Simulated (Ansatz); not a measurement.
Tc:

```
Tc
1.0
     2.74000    0.00000    0.00000
    -1.37000    2.37291    0.00000
     0.00000    0.00000    4.39800
Tc
2
Cartesian
  1.3700 0.7910 3.2985
  0.0000 1.5819 1.0995
```

Base run:

- Program: Ansatz 0.2.0
- Functional: PBEsol
- Potentials or basis: all-electron LAPW, scalar-relativistic
- Cutoff: 261 eV (chosen from the basis error)
- Basis error allowed: 0.001 eV/atom
- k mesh: 11 × 11 × 6
- Occupations: fermi-dirac, width 0.05 eV
- Spin: no spin polarisation

Its results: pressure -6.6 GPa.

The run is repeated on the same cell with these changes: functional from PBEsol to PBE. What comes out?

Pressure 2.9 GPa.

PBE binds less tightly than PBEsol, so the same cell stands under more pressure.
